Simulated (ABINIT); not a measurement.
## Quasiparticle gap of AgBr (Bromargyrite) in ABINIT

Wanted: ground state, empty states, screening and self-energy for AgBr (Bromargyrite).

Calculated with ABINIT 10.8.3; PBE and many-body steps on it, plane waves.

## (1) Starting point

Symmetry: Fm-3m, No. 225, cubic system. The conventional cell has a = 5.774 Å, b = 5.774 Å, c = 5.774 Å, α = 90.00°, β = 90.00°, γ = 90.00°. Ag has 6 Br at 2.89 Å nearest. Br has 6 Ag at 2.89 Å nearest. Farther neighbours and most contacts between anions are not listed.

The cell and positions come from the Crystallography Open Database and are kept as given unless a step says otherwise.

## (2) Ground state

This step: ABINIT 10.8.3; DFT, PBE, plane waves, norm-conserving pseudopotentials.

The ground-state density comes first.

run.abi reads:

```
acell 3*1.0 Angstrom
rprim 
  0.000000000000 2.887250000000 2.887250000000
  2.887250000000 0.000000000000 2.887250000000
  2.887250000000 2.887250000000 0.000000000000
ntypat 2
znucl 47 35
natom 2
typat 1 2
xred 
  0.000000000000 0.000000000000 0.000000000000
  0.500000000000 0.500000000000 0.500000000000
pp_dirpath "pseudos"
pseudos "Ag.upf, Br.upf"
ecut 37
ngkpt 6 6 6
nshiftk 1
shiftk 0 0 0
kptopt 1
chksymbreak 0
nband 18
occopt 1
tolvrs 1e-10
nstep 60
prtwf 0
optforces 0
optstress 0
indata_prefix "in"
outdata_prefix "out"
tmpdata_prefix "tmp"
```

Launch:

```bash
OMP_NUM_THREADS=1 mpirun -n 8 abinit run.abi > log
```

Numbers of over 12 decimals in the logs are rounded to 6 here.

The program printed:

```text
.Version 10.8.3 of ABINIT. v10.8.2 released Aug 2026.

 Symmetries : space group Fm -3 m (#225); Bravais cF (face-center cubic)
================================================================================
 Values of the parameters that define the memory need of the present run
     intxc =       0    ionmov =       0      iscf =       7    lmnmax =       6
     lnmax =       6     mgfft =      45  mpssoang =       3    mqgrid =    3001
     natom =       2  nloc_mem =       1    nspden =       1   nspinor =       1
    nsppol =       1      nsym =      48    n1xccc =    2501    ntypat =       2
    occopt =       1   xclevel =       2
-    mband =          18        mffmem =           1         mkmem =           2
       mpw =        3515          nfft =       91125          nkpt =          16
================================================================================
  Rough estimation (10% accuracy) of disk space for files :
================================================================================

--------------------------------------------------------------------------------
------------- Echo of variables that govern the present computation ------------
--------------------------------------------------------------------------------
 -outvars: echo values of preprocessed input variables --------
            acell      1.8897261259E+00  1.8897261259E+00  1.8897261259E+00 Bohr

      chksymbreak           0
             ecut      3.70000000E+01 Hartree
-          fftalg         312

              ixc     -101130
              kpt      0.00000000E+00  0.00000000E+00  0.00000000E+00
                       1.66666667E-01  0.00000000E+00  0.00000000E+00
                       3.33333333E-01  0.00000000E+00  0.00000000E+00
                       5.00000000E-01  0.00000000E+00  0.00000000E+00
                       1.66666667E-01  1.66666667E-01  0.00000000E+00
                       3.33333333E-01  1.66666667E-01  0.00000000E+00
                       5.00000000E-01  1.66666667E-01  0.00000000E+00
                      -3.33333333E-01  1.66666667E-01  0.00000000E+00
                      -1.66666667E-01  1.66666667E-01  0.00000000E+00
   [... 5 further rows ...]
                      -3.33333333E-01  3.33333333E-01  1.66666667E-01
                      -3.33333333E-01  5.00000000E-01  1.66666667E-01
         kptrlatt        6    0    0      0    6    0      0    0    6
          kptrlen      4.62966435E+01
P           mkmem           2
            natom           2
            nband          18
            ngfft          45      45      45
             nkpt          16
            nstep          60
             nsym          48
           ntypat           2
              occ      2.000000  2.000000  2.000000  2.000000  2.000000  2.000000
                       2.000000  2.000000  2.000000  2.000000  2.000000  2.000000
                       2.000000  0.000000  0.000000  0.000000  0.000000  0.000000
        optforces           0
        optstress           0
            prtwf           0
            rprim      0.0000000000E+00  2.8872500000E+00  2.8872500000E+00
[...]
spgroup         225

           tolvrs      1.00000000E-10

             xred      0.0000000000E+00  0.0000000000E+00  0.0000000000E+00
[...]
znucl       47.00000   35.00000

================================================================================

 chkinp: Checking input parameters for consistency.

================================================================================
== DATASET  1 ==================================================================
-   mpi_nproc: 8, omp_nthreads: 1 (-1 if OMP is not activated)

--- !DatasetInfo
iteration_state: {dtset: 1, }
dimensions: {natom: 2, nkpt: 16, mband: 18, nsppol: 1, nspinor: 1, nspden: 1, mpw: 3515, }
cutoff_energies: {ecut:  37.0, pawecutdg:  -1.0, }
electrons: {nelect:   2.60000000E+01, charge:   0.00000000E+00, occopt:   1.00000000E+00, tsmear:   1.00000000E-02, }

 Real(R)+Recip(G) space primitive vectors, cartesian coordinates (Bohr,Bohr^-1):
 R(1)=  0.0000000  5.4561118  5.4561118  G(1)= -0.0916404  0.0916404  0.0916404
 R(2)=  5.4561118  0.0000000  5.4561118  G(2)=  0.0916404 -0.0916404  0.0916404
 R(3)=  5.4561118  5.4561118  0.0000000  G(3)=  0.0916404  0.0916404 -0.0916404
 Unit cell volume ucvol=  3.2484768E+02 bohr^3
 Angles (23,13,12)=  6.00000000E+01  6.00000000E+01  6.00000000E+01 degrees

 getcut: wavevector=  0.0000  0.0000  0.0000  ngfft=  45  45  45
         ecut(hartree)=     37.000   => boxcut(ratio)=   2.08252

--- Pseudopotential description ------------------------------------------------
- Ag Generated using ONCVPSP code by D. R. Hamann
- 47.00000  19.00000  171031                  znucl, zion, pspdat
12 -101130 2 -1 1538                          pspcod,pspxc,lmax,lloc,mmax
     nproj     2     2     2
  pspatm : epsatm=   27.55768671
         --- l  ekb(1:nproj) -->
[...]
pspatm: atomic psp has been read  and splines computed

- Br Generated using ONCVPSP code by D. R. Hamann
- 35.00000   7.00000  171031                  znucl, zion, pspdat
12 -101130 2 -1 1098                          pspcod,pspxc,lmax,lloc,mmax
     nproj     2     2     2
  pspatm : epsatm=   11.64859065
         --- l  ekb(1:nproj) -->
[...]
2    2.589748    0.385882
 pspatm: atomic psp has been read  and splines computed

   1.01936321E+03                                ecore*ucvol(ha*bohr**3)
--------------------------------------------------------------------------------

_setup2: Arith. and geom. avg. npw (full set) are    3492.727    3492.710

================================================================================

--- !BeginCycle
iteration_state: {dtset: 1, }
solver: {iscf: 7, nstep: 60, nline: 4, wfoptalg: 0, }
tolerances: {tolvrs: 1.00E-10, }

     iter   Etot(hartree)      deltaE(h)  residm     vres2
 ETOT  1  -170.55367081920    -1.706E+02 2.277E-01 8.928E+01
 ETOT  2  -170.77179972359    -2.181E-01 5.234E-02 2.577E+01
 ETOT  3  -170.77456752245    -2.768E-03 9.878E-03 8.805E-01
 ETOT  4  -170.77474853044    -1.810E-04 2.697E-04 1.035E-01
 ETOT  5  -170.77475412196    -5.592E-06 2.135E-04 3.543E-03
 ETOT  6  -170.77475429011    -1.681E-07 1.401E-04 5.676E-04
 ETOT  7  -170.77475433908    -4.897E-08 1.123E-04 8.952E-07
 ETOT  8  -170.77475433915    -7.617E-11 6.452E-05 1.690E-08
 ETOT  9  -170.77475433914     1.262E-11 5.126E-05 9.343E-11

 At SCF step    9       vres2   =  9.34E-11 < tolvrs=  1.00E-10 =>converged.

--- !ResultsGS
iteration_state: {dtset: 1, }
comment   : Summary of ground state results
lattice_vectors:
- [  0.0000000,   5.4561118,   5.4561118, ]
- [  5.4561118,   0.0000000,   5.4561118, ]
- [  5.4561118,   5.4561118,   0.0000000, ]
lattice_lengths: [   7.71611,    7.71611,    7.71611, ]
lattice_angles: [ 60.000,  60.000,  60.000, ] # degrees, (23, 13, 12)
lattice_volume:   3.2484768E+02
convergence: {deltae:  1.262E-11, res2:  9.343E-11, residm:  5.126E-05, diffor:  0.000E+00, }
etotal    :  -1.70774754E+02
entropy   :   0.00000000E+00
fermie    :   1.71325998E-01
cartesian_stress_tensor: null
pressure_GPa: null
xred      :
- [  0.0000E+00,   0.0000E+00,   0.0000E+00, Ag]
- [  5.0000E-01,   5.0000E-01,   5.0000E-01, Br]
cartesian_forces: null
force_length_stats: {min: null, max: null, mean: null, }

 Integrated electronic density in atomic spheres:
 ------------------------------------------------
 Atom  Sphere_radius  Integrated_density
    1        2.00000         16.40320830
    2        2.00000          4.19234767
================================================================================

 ----iterations are completed or convergence reached----

 Mean square residual over all n,k,spin=   17.826E-08; max=  51.263E-06
 reduced coordinates (array xred) for    2 atoms
       0.000000000000      0.000000000000      0.000000000000
       0.500000000000      0.500000000000      0.500000000000
 rms dE/dt=  0.0000E+00; max dE/dt=  0.0000E+00; dE/dt below (all hartree)
    1       0.000000000000      0.000000000000      0.000000000000
    2       0.000000000000      0.000000000000      0.000000000000

 cartesian coordinates (angstrom) at end:
    1      0.000000     0.000000     0.000000
    2      2.887250     2.887250     2.887250
 length scales=  1.889726125908  1.889726125908  1.889726125908 bohr
              =  1.000000000000  1.000000000000  1.000000000000 angstroms
 prteigrs : about to open file out_EIG
 Fermi (or HOMO) energy (hartree) =   0.17133   Average Vxc (hartree)=  -0.36970
 Eigenvalues (hartree) for nkpt=  16  k points:
 kpt#   1, nband= 18, wtk=  0.00463, kpt=  0.0000  0.0000  0.0000 (reduced coord)
  -3.13926   -1.79869   -1.79869   -1.79869   -0.37877    0.07132    0.07132    0.07132
   0.07133    0.07133    0.10269    0.10269    0.10269    0.19618    0.53633    0.53633
   0.53633    0.58355
 prteigrs : prtvol=0 or 1, do not print more k-points.

--- !EnergyTerms
iteration_state     : {dtset: 1, }
comment             : Components of total free energy in Hartree
kinetic             :  5.76890731150913E+01
hartree             :  5.25853306808621E+01
xc                  : -2.83645811271827E+01
Ewald energy        : -9.94143125350049E+01
psp_core            :  3.13797289705744E+00
local_psp           : -1.56571385305270E+02
non_local_psp       :  1.63147935305957E-01
total_energy        : -1.70774754339141E+02
total_energy_eV     : -4.64701780138489E+03
band_energy         : -1.66197525756750E+01

== END DATASET(S) ==============================================================
================================================================================

 -outvars: echo values of variables after computation  --------
           etotal     -1.7077475434E+02
            nband          18
             nkpt          16
          spgroup         225
 [... the other variables as echoed above ...]

 Calculation completed.
```

It took 6.1 s on 8 MPI ranks of Arm Neoverse V2, shared host; peak memory 0.6 GiB; 48 s of CPU time.

This step gave:

```yaml
total_energy: -4647.0178 eV
gap: 0.6762 eV
k_of_the_valence_top: 0.5, 0, 0
k_of_the_conduction_bottom: 0, 0, 0
least_direct_gap: 2.544 eV
```

The gap is indirect, with the least direct gap 1.87 eV higher.

## (3) Bands along the symmetry lines

The cheap functional maps the bands first; the places of the edges decide which points the dearer methods must see.

run.abi reads:

```
acell 3*1.0 Angstrom
rprim 
  0.000000000000 2.887250000000 2.887250000000
  2.887250000000 0.000000000000 2.887250000000
  2.887250000000 2.887250000000 0.000000000000
ntypat 2
znucl 47 35
natom 2
typat 1 2
xred 
  0.000000000000 0.000000000000 0.000000000000
  0.500000000000 0.500000000000 0.500000000000
pp_dirpath "pseudos"
pseudos "Ag.upf, Br.upf"
ecut 37
iscf -2
irdden 1
kptopt 0
nkpt 50
kpt 
  0.00000000 0.00000000 0.00000000
  0.06250000 0.00000000 0.06250000
  0.12500000 0.00000000 0.12500000
  0.18750000 0.00000000 0.18750000
  0.25000000 0.00000000 0.25000000
  0.31250000 0.00000000 0.31250000
  0.37500000 0.00000000 0.37500000
  0.43750000 0.00000000 0.43750000
  0.50000000 0.00000000 0.50000000
  0.51562500 0.03125000 0.51562500
  0.53125000 0.06250000 0.53125000
  0.54687500 0.09375000 0.54687500
  0.56250000 0.12500000 0.56250000
  0.57812500 0.15625000 0.57812500
  0.59375000 0.18750000 0.59375000
  0.60937500 0.21875000 0.60937500
  0.62500000 0.25000000 0.62500000
  0.37500000 0.37500000 0.75000000
  0.32812500 0.32812500 0.65625000
  0.28125000 0.28125000 0.56250000
  0.23437500 0.23437500 0.46875000
  0.18750000 0.18750000 0.37500000
  0.14062500 0.14062500 0.28125000
  0.09375000 0.09375000 0.18750000
  0.04687500 0.04687500 0.09375000
  0.00000000 0.00000000 0.00000000
  0.06250000 0.06250000 0.06250000
  0.12500000 0.12500000 0.12500000
  0.18750000 0.18750000 0.18750000
  0.25000000 0.25000000 0.25000000
  0.31250000 0.31250000 0.31250000
  0.37500000 0.37500000 0.37500000
  0.43750000 0.43750000 0.43750000
  0.50000000 0.50000000 0.50000000
  0.50000000 0.46875000 0.53125000
  0.50000000 0.43750000 0.56250000
  0.50000000 0.40625000 0.59375000
  0.50000000 0.37500000 0.62500000
  0.50000000 0.34375000 0.65625000
  0.50000000 0.31250000 0.68750000
  0.50000000 0.28125000 0.71875000
  0.50000000 0.25000000 0.75000000
  0.50000000 0.21875000 0.71875000
  0.50000000 0.18750000 0.68750000
  0.50000000 0.15625000 0.65625000
  0.50000000 0.12500000 0.62500000
  0.50000000 0.09375000 0.59375000
  0.50000000 0.06250000 0.56250000
  0.50000000 0.03125000 0.53125000
  0.50000000 0.00000000 0.50000000
istwfk *1
nband 20
nbdbuf 2
tolwfr 1e-08
nstep 40
prtwf 0
prtvol 0
indata_prefix "in"
outdata_prefix "out"
tmpdata_prefix "tmp"
```

The program printed:

```text
.Version 10.8.3 of ABINIT. v10.8.2 released Aug 2026.

 Symmetries : space group Fm -3 m (#225); Bravais cF (face-center cubic)
[... echo of the input left out ...]
== DATASET  1 ==================================================================
-   mpi_nproc: 8, omp_nthreads: 1 (-1 if OMP is not activated)

--- !DatasetInfo
iteration_state: {dtset: 1, }
dimensions: {natom: 2, nkpt: 50, mband: 20, nsppol: 1, nspinor: 1, nspden: 1, mpw: 3523, }
cutoff_energies: {ecut:  37.0, pawecutdg:  -1.0, }
electrons: {nelect:   2.60000000E+01, charge:   0.00000000E+00, occopt:   1.00000000E+00, tsmear:   1.00000000E-02, }

 Real(R)+Recip(G) space primitive vectors, cartesian coordinates (Bohr,Bohr^-1):
 R(1)=  0.0000000  5.4561118  5.4561118  G(1)= -0.0916404  0.0916404  0.0916404
 R(2)=  5.4561118  0.0000000  5.4561118  G(2)=  0.0916404 -0.0916404  0.0916404
 R(3)=  5.4561118  5.4561118  0.0000000  G(3)=  0.0916404  0.0916404 -0.0916404
 Unit cell volume ucvol=  3.2484768E+02 bohr^3
 Angles (23,13,12)=  6.00000000E+01  6.00000000E+01  6.00000000E+01 degrees

 getcut: wavevector=  0.0000  0.0000  0.0000  ngfft=  45  45  45
         ecut(hartree)=     37.000   => boxcut(ratio)=   2.08252

--- Pseudopotential description ------------------------------------------------
- Ag Generated using ONCVPSP code by D. R. Hamann
- 47.00000  19.00000  171031                  znucl, zion, pspdat
12 -101130 2 -1 1538                          pspcod,pspxc,lmax,lloc,mmax
     nproj     2     2     2
  pspatm : epsatm=   27.55768671
         --- l  ekb(1:nproj) -->
             0    9.557566   -0.414742
             1    3.443234   -0.133519
             2   -1.597169   -0.391124
 pspatm: atomic psp has been read  and splines computed

- Br Generated using ONCVPSP code by D. R. Hamann
- 35.00000   7.00000  171031                  znucl, zion, pspdat
12 -101130 2 -1 1098                          pspcod,pspxc,lmax,lloc,mmax
     nproj     2     2     2
  pspatm : epsatm=   11.64859065
         --- l  ekb(1:nproj) -->
[...]
pspatm: atomic psp has been read  and splines computed

--------------------------------------------------------------------------------

================================================================================
 prteigrs : about to open file out_EIG
 Non-SCF case, kpt    1 (  0.00000  0.00000  0.00000), residuals and eigenvalues=
  2.55E-09  1.16E-09  1.69E-09  6.89E-09  1.71E-09  2.91E-09  9.78E-09  9.93E-09
  5.41E-09  7.74E-09  4.62E-09  8.12E-09  6.66E-09  7.12E-10  4.94E-09  7.58E-09
  2.75E-09  7.04E-09  8.50E-09  2.22E-09
 -3.1393E+00 -1.7987E+00 -1.7987E+00 -1.7987E+00 -3.7877E-01  7.1318E-02
  7.1318E-02  7.1318E-02  7.1331E-02  7.1331E-02  1.0269E-01  1.0269E-01
  1.0269E-01  1.9618E-01  5.3632E-01  5.3632E-01  5.3632E-01  5.8355E-01
  6.0253E-01  6.0253E-01
 Non-SCF case, kpt    2 (  0.06250  0.00000  0.06250), residuals and eigenvalues=
[...]
6.0453E-01  6.1555E-01
 Non-SCF case, kpt    3 (  0.12500  0.00000  0.12500), residuals and eigenvalues=
[...]
7.86E-09  6.35E-09  4.00E-06  4.30E-05
[...]
6.4412E-01  6.4481E-01
[...]
Non-SCF case, kpt   49 (  0.50000  0.03125  0.53125), residuals and eigenvalues=
[...]
7.1649E-01  7.2088E-01
 Non-SCF case, kpt   50 (  0.50000  0.00000  0.50000), residuals and eigenvalues=
[...]
6.1753E-02  7.0441E-02  7.0441E-02  7.6982E-02  8.5740E-02  8.5740E-02
  8.9025E-02  2.3161E-01  4.3198E-01  5.0194E-01  5.7441E-01  5.7441E-01
  7.1947E-01  7.1977E-01

--- !ResultsGS
iteration_state: {dtset: 1, }
comment   : Summary of ground state results
lattice_vectors:
- [  0.0000000,   5.4561118,   5.4561118, ]
- [  5.4561118,   0.0000000,   5.4561118, ]
- [  5.4561118,   5.4561118,   0.0000000, ]
lattice_lengths: [   7.71611,    7.71611,    7.71611, ]
lattice_angles: [ 60.000,  60.000,  60.000, ] # degrees, (23, 13, 12)
lattice_volume:   3.2484768E+02
convergence: {deltae:  0.000E+00, res2:  0.000E+00, residm:  9.983E-09, diffor:  0.000E+00, }
etotal    :  -1.70774754E+02
entropy   :   0.00000000E+00
fermie    :   1.71325998E-01
cartesian_stress_tensor: null
pressure_GPa: null
xred      :
- [  0.0000E+00,   0.0000E+00,   0.0000E+00, Ag]
- [  5.0000E-01,   5.0000E-01,   5.0000E-01, Br]
cartesian_forces: null
force_length_stats: {min: null, max: null, mean: null, }

 Integrated electronic density in atomic spheres:
 ------------------------------------------------
 Atom  Sphere_radius  Integrated_density
[...]
================================================================================

 ----iterations are completed or convergence reached----

 Mean square residual over all n,k,spin=   45.901E-10; max=  99.828E-10
 reduced coordinates (array xred) for    2 atoms
       0.000000000000      0.000000000000      0.000000000000
       0.500000000000      0.500000000000      0.500000000000

 cartesian coordinates (angstrom) at end:
[...]
length scales=  1.889726125908  1.889726125908  1.889726125908 bohr
              =  1.000000000000  1.000000000000  1.000000000000 angstroms
 prteigrs : about to open file out_EIG
 Eigenvalues (hartree) for nkpt=  50  k points:
 kpt#   1, nband= 20, wtk=  1.00000, kpt=  0.0000  0.0000  0.0000 (reduced coord)
[...]
kpt#   2, nband= 20, wtk=  1.00000, kpt=  0.0625  0.0000  0.0625 (reduced coord)
[...]
kpt#   3, nband= 20, wtk=  1.00000, kpt=  0.1250  0.0000  0.1250 (reduced coord)
[...]
kpt#  49, nband= 20, wtk=  1.00000, kpt=  0.5000  0.0313  0.5313 (reduced coord)
[...]
0.56817    0.57582    0.71649    0.72088
 kpt#  50, nband= 20, wtk=  1.00000, kpt=  0.5000  0.0000  0.5000 (reduced coord)
  -3.13926   -1.79875   -1.79872   -1.79872   -0.36207    0.01888    0.06175    0.07044
   0.07044    0.07698    0.08574    0.08574    0.08902    0.23161    0.43198    0.50194
   0.57441    0.57441    0.71947    0.71977

== END DATASET(S) ==============================================================
================================================================================

 -outvars: echo values of variables after computation  --------
            nband          20
             nkpt          50
          spgroup         225
 [... the other variables as echoed above ...]

 Calculation completed.
```

The job ended after 8.9 s (8 MPI ranks; peak memory 0.54 GiB).

Numbers from this step:

- gap: 0.6762 eV
- k of the valence top: 0.5, 0.5, 0.5
- k of the conduction bottom: 0, 0, 0
- least direct gap: 2.544 eV

The gap is 0.676 eV, as in the run before at this level.

Electronic bands along the path, in eV, zero at the top of the highest filled band:

```tsv
point	band 10	band 11	band 12	band 13	band 14	band 15	band 16	band 17
Γ	-2.72	-1.87	-1.87	-1.87	0.68	9.93	9.93	9.93
halfway	-2.64	-1.81	-1.81	-1.60	3.25	6.69	7.86	9.48
X	-2.57	-2.33	-2.33	-2.24	1.64	7.09	9.00	10.97
halfway	-2.34	-2.28	-2.08	-1.93	2.05	7.09	8.75	10.34
U	-2.38	-2.16	-1.97	-1.17	2.98	6.84	8.21	9.15
jump to K	-2.38	-2.16	-1.97	-1.17	2.98	6.84	8.21	9.15
halfway	-2.49	-2.00	-1.74	-0.20	3.75	6.49	7.50	7.83
Γ	-2.72	-1.87	-1.87	-1.87	0.68	9.93	9.93	9.93
halfway	-2.58	-2.25	-0.74	-0.74	2.86	7.17	8.25	8.25
L	-2.43	-2.10	0.00	0.00	3.79	6.49	6.81	6.81
halfway	-2.42	-2.14	-1.17	-0.59	4.48	5.27	7.84	7.90
W	-2.32	-2.23	-2.23	-1.48	3.76	7.15	7.68	7.68
halfway	-2.33	-2.33	-2.27	-1.72	2.47	7.18	8.53	9.07
X	-2.57	-2.33	-2.33	-2.24	1.64	7.09	9.00	10.97
```

(Part 1 of 2 ends here.)

[Paths, hosts, dates, memory and timing lines, banners, echoed tables and standing remarks are left out of the program output.]

[Logs are printed without paths, hosts, clocks, repeated set-up lines and the standing remarks that a program may print on its own settings, such as how far it seeks lower states.]

[Runs of the session that timed out or met a known fault of the program may be left out.]

[Hosts, paths, dates, database ids (printed as entryN), source tags and the programs' standing remarks are cut or masked in the printed files.]

[G0W0 gaps are taken among the corrected bands and points alone; a level outside them can change the order at an edge.]

[Where Ansatz stands beside ABINIT at settings called matched, ABINIT's density can come from a denser mesh and the files from another edition; pairs whose starting gaps differed by over 0.03 eV were left out, so agreement reads better than it is.]
